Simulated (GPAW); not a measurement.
Fe3Ge in GPAW: the effect of starting spin order

Fe3Ge:

```
CELL_PARAMETERS angstrom
3.66050 0.00000 0.00000
0.00000 3.66050 0.00000
0.00000 0.00000 3.66050
ATOMIC_POSITIONS crystal
Ge 0.00000 0.00000 0.00000
Fe 0.50000 0.00000 0.50000
Fe 0.50000 0.50000 0.00000
Fe 0.00000 0.50000 0.50000
```

The cell comes from a database or a generator and needn't be the stable form of this composition.

Alike in all runs:

- Program: GPAW 26.7.0
- Task: single point
- Functional: PBEsol
- Potentials or basis: PAW data sets generated in the run's folder for this functional
- Cutoff: 600 eV
- Basis: pw
- k mesh: 7 × 7 × 7
- Occupations: fermi-dirac, width 0.05 eV

```csv
starting spin order,spin,starting moments,energy over the lowest run (meV/atom),pressure (GPa),final net moment (μB),final largest site moment (μB)
nm,no spin polarisation,-,?,?,?,?
fm,"collinear spin, ferromagnetic start","[0.0, 3.0, 3.0, 3.0] μB",0.0,-9.9,6.40,2.16
fm  larger moments,"collinear spin, ferromagnetic start","[0.0, 4.5, 4.5, 4.5] μB",0.0,-9.9,6.40,2.16
```

**Question.** What does the run with starting spin order nm give?

**Answer.** Energy over the lowest run 327.1 meV/atom; pressure -22.9 GPa; final net moment 0.00 μB; final largest site moment 0.00 μB.
